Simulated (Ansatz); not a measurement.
## SrO in the zincblende structure

Computed with Ansatz (plane waves, PAW, 420 eV cutoff): PBEsol, scalar-relativistic, no spin polarisation, 10×10×10 k-mesh, Gaussian smearing of 0.05 eV; PAW files: Ansatz's generated set soft_2.

```xyz
2
Lattice="0.0000 2.7693 2.7693 2.7693 0.0000 2.7693 2.7693 2.7693 0.0000" Properties=species:S:1:pos:R:3 pbc="T T T"
Sr    0.0000    0.0000    0.0000
O     1.3847    1.3847    1.3847
```

The start was a prototype's sites filled with these elements. The Crystallography Open Database lists the compound in space group Fm-3m (rock salt), so this is a trial structure.

The cell is relaxed to zero pressure at this level.

Elastic constants come from the stress of slightly strained cells with relaxed atoms, in GPa, Voigt order xx, yy, zz, yz, xz, xy in the Cartesian frame of the vectors above.

```
73.4 62.1 62.1  0.0  0.0  0.0
62.1 73.4 62.1  0.0  0.0  0.0
62.1 62.1 73.4  0.0  0.0  0.0
 0.0  0.0  0.0 26.6  0.0  0.0
 0.0  0.0  0.0  0.0 26.6  0.0
 0.0  0.0  0.0  0.0  0.0 26.6
```

Question: Work out the Voigt, Reuss and Hill moduli.

Answer: Voigt: K = (C11 + C22 + C33 + 2(C12 + C13 + C23))/9 = 66 GPa, G = (C11 + C22 + C33 − C12 − C13 − C23 + 3(C44 + C55 + C66))/15 = 18.2 GPa. Reuss, from the compliances S = C⁻¹: K = 66 GPa, G = 10.7 GPa. Hill means: K = 66 GPa, G = 14.5 GPa.

Question: And Young's modulus, Poisson's ratio, Pugh's ratio and the anisotropy?

Answer: E = 9KG/(3K + G) = 40 GPa, ν = (3K − 2G)/(6K + 2G) = 0.40, K/G = 4.55 (over the 1.75 that Pugh's rule, made for metals, takes as the line between brittle and ductile), universal anisotropy index 5G_V/G_R + K_V/K_R − 6 = 3.5. The eigenvalues of C are 11.3, 11.3, 27, 27, 27, 198 GPa, all positive.

Question: What sound velocities and Debye temperature follow for a polycrystal?

Answer: With a density of 4.051 g/cm³ (mean mass 51.8 u, 21.24 Å³/atom), K = 65.8 and G = 14.47 GPa from the unrounded constants, v_l = √((K + 4G/3)/ρ) = 4580 m/s and v_t = √(G/ρ) = 1890 m/s. The mean [(1/v_l³ + 2/v_t³)/3]^(−1/3) is 2140 m/s, and θ_D = (ħ/k_B)(6π²/V)^(1/3) v_m ≈ 230 K, with V the volume an atom. This is the low-temperature, elastic estimate.

For a cubic crystal three numbers say it all: C11 = 73.4, C12 = 62.1, C44 = 26.6 GPa. K = (C11 + 2C12)/3 = 65.8 GPa. The two shear moduli are C44 and C′ = (C11 − C12)/2 = 5.7 GPa, so Zener's ratio C44/C′ is 4.69: the crystal is stiffest along ⟨111⟩ and softest along ⟨100⟩. The Cauchy pressure C12 − C44 is 36 GPa; pair forces would make it zero if every atom sat on a centre of inversion, which isn't so here, so internal relaxation also enters.

The equation of state, an independent route, gives B0 = 66 GPa, against 66 GPa here.

